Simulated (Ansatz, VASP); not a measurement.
# One calculation of SnO, two programs

```
Sn O
1.0
     3.81578    0.00000    0.00000
     0.00000    3.92267    0.00000
     0.00000    0.00000    5.01993
Sn O
2 2
Cartesian
  1.9079 0.0000 3.8622
  0.0000 1.9613 1.1577
  0.0000 0.0000 0.0224
  1.9079 1.9613 4.9975
```

Alike in both runs: functional PBE; k mesh 6 × 4 × 4; occupations gaussian, width 0.1 eV; no spin polarisation.

Ansatz relaxed the structure, and its values are those at the end. VASP's run is a single point on that final structure, the one shown.

|  | VASP | Ansatz |
| --- | --- | --- |
| version | VASP 6.6.1 | Ansatz 0.2.0 |
| potentials or method | VASP PAW PBE potentials, release 64 (Sn_d, O) | scalar-relativistic, plane waves, PAW |
| plane-wave cutoff (eV) | 520 | 420 |
| valence electrons in the cell | 40 | 40 |

Ansatz gave:

```
gap on the k mesh at the Fermi level (eV) : 0.44
least direct gap on the mesh (eV)         : 1.97
pressure (GPa)                            : 0.1
rms of the force components (eV/Å)        : 0.007
```

Which values does VASP return?

gap on the k mesh at the Fermi level (eV): 0.45; least direct gap on the mesh (eV): 1.95; pressure (GPa): 0.3; rms of the force components (eV/Å): 0.030.

The functional is the same, so the differences come from potentials, cutoffs and numerics.

Caveats: spin-orbit coupling is left out, which moves the levels of the heavy elements.
